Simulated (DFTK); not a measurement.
## Sn in DFTK: convergence with supersampling

Sn:

```xyz
1
Lattice="-1.5969 1.6365 2.0917 1.7190 -1.7814 2.2919 1.6231 1.8068 -2.2017" Properties=species:S:1:pos:R:3 pbc="T T T"
Sn    0.0000    0.0000    0.0000
```

This isn't the form of Sn at room conditions, which is tetragonal (white tin).

The cell isn't the ideal one: cell squeezed.

| Item | Value |
| --- | --- |
| Program | DFTK 0.8.2 |
| Task | convergence study |
| Functional | PBEsol |
| Potentials or basis | cp2k.nc.sr.pbe.v0_1.semicore.gth (PBE, GTH) |
| Cutoff | 735 eV |
| k mesh | 4 × 4 × 4 |
| Occupations | fermi-dirac, width 0.1 eV |
| Spin | collinear spin, ferromagnetic start |
| Starting moments | [0.5] μB |

These are the settings of the first run; the series varies supersampling, with any setting tied to it.

Hardware: 1 thread of Intel(R) Xeon(R) 6975P-C (Granite Rapids), on a shared host.

| supersampling | energy less the tightest run, at zero smearing (meV/atom) | SCF cycles |
| --- | --- | --- |
| 1.2 | 0.01 | 9 |
| 1.4 | 0.00 | 9 |
| 1.6 | 0.00 | 9 |
| 1.8 | 0.00 | 9 |
| 2 | 0.00 | 9 |
| 2.5 | 0.00 | 9 |

Against the tightest run, the energy stays within 1 meV/atom from 1.2 on. The tightest run that finished is the yardstick and may itself not be fully converged.

Caveat, for the tightest run too: the k mesh is coarse (spacing up to 0.65 Å⁻¹), so the values aren't converged; GTH potentials come without recommended cutoffs, and this one wasn't checked for convergence.
